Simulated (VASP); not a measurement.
Set up this calculation in VASP 6.6.1, as the native input.

```yaml
Task: relaxation of cell and atoms
Functional: PBE
Potentials_or_basis: VASP PAW PBE potentials, release 64 (Zn)
Cutoff: 520 eV
k_mesh: 19 × 19 × 9
Occupations: gaussian, width 0.1 eV
Spin: no spin polarisation
Further_INCAR_settings: ALGO = Normal; EDIFF = 1e-06; IBRION = 2; EDIFFG = -0.01; NSW = 90; ISIF = 3
```

The structure of Zn lies in POSCAR:

```
Zn
1.0
    2.6700000000      0.0000000000      0.0000000000
   -1.3350000000      2.3122878300      0.0000000000
    0.0000000000      0.0000000000      4.9660000000
Zn
2
Direct
    0.3333333300      0.6666666700      0.2500000000
    0.6666666700      0.3333333300      0.7500000000
```

The input as run:

INCAR

```
SYSTEM = Zn
PREC     = Accurate       ! precision mode
ENCUT    = 520            ! plane-wave cutoff, eV
EDIFF    = 1E-6           ! SCF threshold, eV
ISMEAR   = 0              ! smearing method
SIGMA    = 0.1            ! smearing width, eV
LREAL    = .False.        ! projectors in reciprocal space
LASPH    = .True.         ! aspherical terms in the spheres
NELM     = 120            ! most SCF steps
ALGO     = Normal         ! electronic algorithm
ISIF     = 3              ! what is computed and relaxed
LWAVE    = .False.        ! write WAVECAR
LCHARG   = .False.        ! write CHGCAR
GGA      = PE             ! functional
IBRION   = 2              ! ionic algorithm
NSW      = 90             ! ionic steps
EDIFFG   = -0.01          ! ionic threshold
```

KPOINTS

```
regular mesh
0
Gamma
  19 19 9
  0 0 0
```

Potentials or basis: VASP PAW PBE potentials, release 64 (Zn).

Launch:

```console
$ cat potpaw_PBE.64/Zn/POTCAR > POTCAR
$ mpirun -np 1 vasp_std > vasp.out
```

Results of the run:

- Relaxed volume: 15.24 Å³/atom
- Relaxed cell: a = 2.661 Å, b = 2.661 Å, c = 4.968 Å, α = 90.00°, β = 90.00°, γ = 120.00°
- Space group after relaxing (to 0.05 Å): P6_3/mmc (No. 194)
- Energy gained by relaxing: 0.2 meV/atom
- Ionic steps: 4
- Pressure after relaxing: 0.0 GPa
- Band gap on the k mesh: none (metal or under the smearing width)

Wall time 93 s on 1 thread of Intel(R) Xeon(R) Platinum 8559C (Emerald Rapids), with other jobs on the host, peak memory 0.2 GiB.
